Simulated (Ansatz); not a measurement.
# Cs: the cost of one run

Program: Ansatz 0.2.0. Level of theory: DFT PBE, scalar-relativistic, plane waves, PAW. These are calculated values, not measurements.

### Step 1. Starting point

Symmetry: Pm-3m, No. 221, cubic system. Conventional cell: a = 5.041 Å, b = 5.041 Å, c = 5.041 Å, α = 90.00°, β = 90.00°, γ = 90.00°.

Structure file:

```xyz
1
Lattice="5.0433 0.0000 0.0000 0.0000 5.0433 0.0000 0.0000 0.0000 5.0361" Properties=species:S:1:pos:R:3 pbc="T T T"
Cs    2.5217    2.5217    2.5180
```

The cell was relaxed beforehand at this level, from a generated guess; it needn't be the stable form of this composition. At a tolerance of 0.05 Å it has space group Pm-3m (No. 221); it has 128.09 Å³/atom, an uncorrected energy of +0.09 eV/atom over the standard state.

### Step 2. Bands, states and charges

input.yaml reads:

```yaml
crystal:
  lattice:
    - [5.0433060731, 0.0, 0.0]
    - [0.0, 5.0433060731, 0.0]
    - [0.0, 0.0, 5.0360807514]
  atoms:
    - { symbol: Cs, position: [0.5, 0.5, 0.5] }
basis:
  ecutwfc: 420
kpoints:
  mp_grid: { grid: [12, 12, 12] }
  band_path:
    path:
      - [[0.0, 0.0, 0.0], [0.0, 0.5, 0.0], [0.5, 0.5, 0.0], [0.0, 0.0, 0.0], [0.0, 0.0, 0.5], [0.0, 0.5, 0.5], [0.5, 0.5, 0.5], [0.0, 0.0, 0.5]]
      - [[0.0, 0.5, 0.0], [0.0, 0.5, 0.5]]
      - [[0.5, 0.5, 0.0], [0.5, 0.5, 0.5]]
    npoints: 14
hamiltonian:
  xc: pbe
scf:
  occupations: { method: gaussian, width: 0.1 }
  n_extra_bands: 6
output:
  forces: true
  stress: true
  eigenvalues: true
  populations: true
  dos: { projected: true, de: 0.02, nscf_kmesh: { grid: [15, 15, 15] } }
  bader: true
  write_density: true
  write_potential: true
  elf: true
  volumetric_format: npy
```

Started as:

```console
$ ansatz run input.yaml --threads 1 --pin off --max-ram 2560MiB --backend cpu --events-out ev --progress --plain --runs-dir out
```

What time and memory should one allow on 1 thread of Intel Xeon at 2.70GHz, shared host?

About 30 s, with a peak of 0.6 GiB.
